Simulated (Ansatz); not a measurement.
# TaN: the cost of one run

Computed with Ansatz 0.2.0 (DFT PBEsol, scalar-relativistic, plane waves, PAW, unless a step's input says otherwise).

1 further run of the same task is left out (set aside as unsound or not needed).

**1. The starting structure**

Symmetry: P6/mmm, No. 191, hexagonal system. The conventional cell has a = 5.205 Å, b = 5.205 Å, c = 2.904 Å, α = 90.00°, β = 90.00°, γ = 120.00°. Around Ta (site symmetry 6/mmm) lie 6 N at 2.60 Å and 2 Ta at 2.90 Å. Ta (site symmetry -6m2) has 6 N at 2.09 Å as nearest neighbours. N (site symmetry mmm) is surrounded by 6 Ta at 2.09 to 2.60 Å.

Coordinates:

```
Ta N
1.0
     5.20509    0.00000    0.00000
    -2.60254    4.50774    0.00000
     0.00000    0.00000    2.90359
Ta N
3 3
Direct
  0.00000 0.00000 0.00000
  0.33333 0.66667 0.50000
  0.66667 0.33333 0.50000
  0.50000 0.00000 0.00000
  0.50000 0.50000 0.00000
  0.00000 0.50000 0.00000
```

This cell was relaxed beforehand with the same method: volume 11.35 Å³/atom, gap on the mesh none (metal).

**2. The reference cell**

The reference gives a free energy of -30560.2592 eV, pressure -0.01 GPa, largest force 0.000 eV/Å and gap on the mesh none (metal). It was computed beforehand with the settings of the runs below.

**3. The scan: a frozen normal mode**

Mode 18 of the phonon run on this cell, counted from the lowest, is frozen in: each atom moves by x times its row below, so x is the largest displacement.

```
atom      ux      uy     uz
 Ta1   0.000   0.000  0.000
 Ta2   0.000   0.000  0.000
 Ta3   0.000   0.000  0.000
  N4   0.000   1.000  0.000
  N5   0.866  -0.500  0.000
  N6  -0.866  -0.500  0.000
```

**4. Point x = -0.120 Å**

The input, input.yaml:

```yaml
crystal:
  lattice:
    - [5.205089413, 0.0, 0.0]
    - [-2.6025447065, 4.5077396606, 0.0]
    - [0.0, 0.0, 2.9035873944]
  atoms:
    - { symbol: Ta, position: [0.0, 0.0, 0.0] }
    - { symbol: Ta, position: [0.3333333333, 0.6666666667, 0.5] }
    - { symbol: Ta, position: [0.6666666667, 0.3333333333, 0.5] }
    - { symbol: "N", position: [0.4866895596, -0.0266208808, 0.0] }
    - { symbol: "N", position: [0.4866895596, 0.5133104404, 0.0] }
    - { symbol: "N", position: [0.0266208808, 0.5133104404, 0.0] }
basis:
  ecutwfc: 420
kpoints:
  mp_grid: { grid: [12, 12, 16] }
hamiltonian:
  xc: pbesol
scf:
  occupations: { method: gaussian, width: 0.15 }
output:
  forces: true
  stress: true
  eigenvalues: true
```

On the command line:

```bash
ansatz run input.yaml --threads 2 --pin off --max-ram 5120MiB --backend cpu --events-out ev --progress --plain --runs-dir out
```

**Question.** How long does this run take on 2 threads of Intel Xeon at 2.50GHz (Skylake/Cascade Lake), shared host, and how much memory does it need?

About 29 s, with a peak of 0.56 GiB.
